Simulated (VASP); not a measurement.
Wanted: the native input for a VASP 6.6.1 run.

```
Task                            : QSGW quasiparticle levels
Functional                      : PBE
Potentials or basis             : VASP PAW PBE potentials, release 64 (Te_GW, Cd_GW)
Cutoff                          : 500 eV
k mesh                          : 4 × 4 × 4
Occupations                     : gaussian, width 0.01 eV
Spin                            : no spin polarisation
Cutoff of the response function : 120
Frequency points                : 48
Empty bands                     : 291
GW scheme                       : QSGW
GW iterations                   : 4
Further INCAR settings          : ALGO = QPGW; EDIFF = 1e-08; NBANDS = 300
```

CdTe:

```
Te Cd
1.0
     0.00000    3.20500    3.20500
     3.20500    0.00000    3.20500
     3.20500    3.20500    0.00000
Te Cd
1 1
Cartesian
  4.8075 4.8075 4.8075
  0.0000 0.0000 0.0000
```

One way to write it, as run:

POSCAR

```
CdTe
1.0
    0.0000000000      3.2050000000      3.2050000000
    3.2050000000      0.0000000000      3.2050000000
    3.2050000000      3.2050000000      0.0000000000
Te Cd
1 1
Direct
    0.7500000000      0.7500000000      0.7500000000
    0.0000000000      0.0000000000      0.0000000000
```

INCAR.step1

```
PREC     = Accurate       # precision mode
ENCUT    = 500            # plane-wave cutoff, eV
EDIFF    = 1E-8           # SCF threshold, eV
ISMEAR   = 0              # smearing method
SIGMA    = 0.01           # smearing width, eV
LREAL    = False          # projectors in reciprocal space
LASPH    = True           # aspherical terms in the spheres
NELM     = 100            # most SCF steps
ALGO     = Normal         # electronic algorithm
LWAVE    = True           # write WAVECAR
LCHARG   = False          # write CHGCAR
GGA      = PE             # functional
```

INCAR.step2

```
PREC     = Accurate       # precision mode
ENCUT    = 500            # plane-wave cutoff, eV
EDIFF    = 1E-8           # SCF threshold, eV
ISMEAR   = 0              # smearing method
SIGMA    = 0.01           # smearing width, eV
LREAL    = False          # projectors in reciprocal space
LASPH    = True           # aspherical terms in the spheres
NELM     = 1              # most SCF steps
ALGO     = Exact          # electronic algorithm
LWAVE    = True           # write WAVECAR
LCHARG   = False          # write CHGCAR
GGA      = PE             # functional
NBANDS   = 300            # bands
LOPTICS  = True           # frequency-dependent dielectric function
ISTART   = 1
```

INCAR.step3

```
PREC     = Accurate       # precision mode
ENCUT    = 500            # plane-wave cutoff, eV
EDIFF    = 1E-8           # SCF threshold, eV
ISMEAR   = 0              # smearing method
SIGMA    = 0.01           # smearing width, eV
LREAL    = False          # projectors in reciprocal space
LASPH    = True           # aspherical terms in the spheres
ALGO     = QPGW           # electronic algorithm
LWAVE    = False          # write WAVECAR
LCHARG   = False          # write CHGCAR
GGA      = PE             # functional
NELMGW   = 4            
NBANDS   = 300            # bands
ENCUTGW  = 120            # cutoff of the response function
NOMEGA   = 48             # frequency points
PRECFOCK = Fast         
ISTART   = 1            
NBANDSGW = 21
```

KPOINTS

```
regular mesh
0
Gamma
  4 4 4
```

Potentials or basis: VASP PAW PBE potentials, release 64 (Te_GW, Cd_GW).

The run is started by

```bash
$ cat potpaw_PBE.64/Te_GW/POTCAR potpaw_PBE.64/Cd_GW/POTCAR > POTCAR
$ cp INCAR.step1 INCAR
$ mpirun -np 1 vasp_std > vasp.out
$ cp INCAR.step2 INCAR
$ mpirun -np 1 vasp_std > vasp.out
$ cp INCAR.step3 INCAR
$ mpirun -np 1 vasp_std > vasp.out
```

It gave:

The band gap on the k mesh, mean-field level is 0.86 eV, direct. The quasiparticle gap is 1.97 eV and the least direct quasiparticle gap is 1.97 eV.

Caveat: the k mesh is coarse (spacing up to 0.42 Å⁻¹), so the values aren't converged; bands, screening cutoff and mesh are small and nothing is extrapolated, so the quasiparticle values aren't converged; spin-orbit coupling is left out, which moves the levels of the heavy elements.

It took 47 min on 1 thread of Intel(R) Xeon(R) 6975P-C (Granite Rapids), on a shared host, peak memory 1.9 GiB.
